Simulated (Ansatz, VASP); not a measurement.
**Si (a cell with a defect) in VASP and in Ansatz**

```xyz
17
Lattice="0.0000 5.4300 5.4300 5.4300 0.0000 5.4300 5.4300 5.4300 0.0000" Properties=species:S:1:pos:R:3 pbc="T T T"
Si    0.0007   -0.0003   -0.0004
Si    1.3534    1.3533    1.3533
Si    2.7145    2.7157    0.0336
Si    4.0770    4.0769    1.3530
Si    2.7144    0.0336    2.7158
Si    4.0769    1.3531    4.0769
Si    5.3963    2.7155    2.7154
Si    6.7617    4.0984    4.0984
Si    0.0334    2.7148    2.7149
Si    1.3539    4.0762    4.0761
Si    2.7151    5.3965    2.7145
Si    4.0949    6.7652    4.0946
Si    2.7150    2.7145    5.3965
Si    4.0946    4.0944    6.7655
Si    5.4265    5.4316    5.4320
Si    6.7643    6.7641    6.7640
Si    8.1408    8.1469    8.1474
```

Alike in both runs: functional PBE; k mesh 2 × 2 × 2; occupations gaussian, width 0.05 eV; no spin polarisation.

Ansatz relaxed the structure, and its values are those at the end. VASP's run is a single point on that final structure, the one shown.

```csv
,VASP,Ansatz
version,VASP 6.6.1,Ansatz 0.2.0
potentials or method,"VASP PAW PBE potentials, release 64 (Si)","scalar-relativistic, plane waves, PAW"
plane-wave cutoff (eV),520,420
valence electrons in the cell,68,68
```

```tsv
	VASP	Ansatz	Ansatz less VASP
rms of the force components (eV/Å)	0.008	0.009	+0.0011
```

With one functional, cell and mesh, what is left measures potentials, basis and numerics.

Caveats: the k mesh is coarse (spacing up to 0.50 Å⁻¹), so the values aren't converged.
